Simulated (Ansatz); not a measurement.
AlNi (P4/mmm), one atom moved along a line

Theory: DFT PBE, scalar-relativistic, plane waves, PAW (Ansatz 0.2.0). The runs took a 420 eV cutoff, a Γ-centred 14×14×14 mesh and Gaussian smearing (0.15 eV). No spin polarisation. A magnetic state may lie lower. Energies are free energies at this smearing, counted from the undisturbed cell; pressure is positive in compression.

The undisturbed cell (relaxed at this level; it needn't be the usual structure):

```
Al Ni
1.0
     4.08562    0.00000   -2.90114
    -4.08562    0.00000   -2.90114
     0.00000    4.08562    2.90114
Al Ni
4 4
Direct
  0.00000 0.00000 0.00000
  0.50000 0.00000 0.50000
  0.00000 0.50000 0.50000
  0.50000 0.50000 0.00000
  0.00000 0.00000 0.50000
  0.50000 0.00000 0.00000
  0.00000 0.50000 0.00000
  0.50000 0.50000 0.50000
```

Atom 5 (Ni) is moved by x along the Cartesian unit vector (0.000, 0.000, 1.000); the cell and all other atoms stay fixed. The cell is metallic on the mesh throughout.

```
  x (Å)  ΔE (meV/cell) force along x on the moved atoms (eV/Å) pressure (GPa)
-0.3000          315.4                                     2.18             1.9
-0.1500           76.5                                     1.03             0.5
 0.0000            0.0                                     0.00             0.0
 0.2250          174.3                                    -1.59             1.1
```

Cost: 4 runs of about 7.1 core-minutes in all, on AMD EPYC 7R43 (Zen 3) (shared hosts).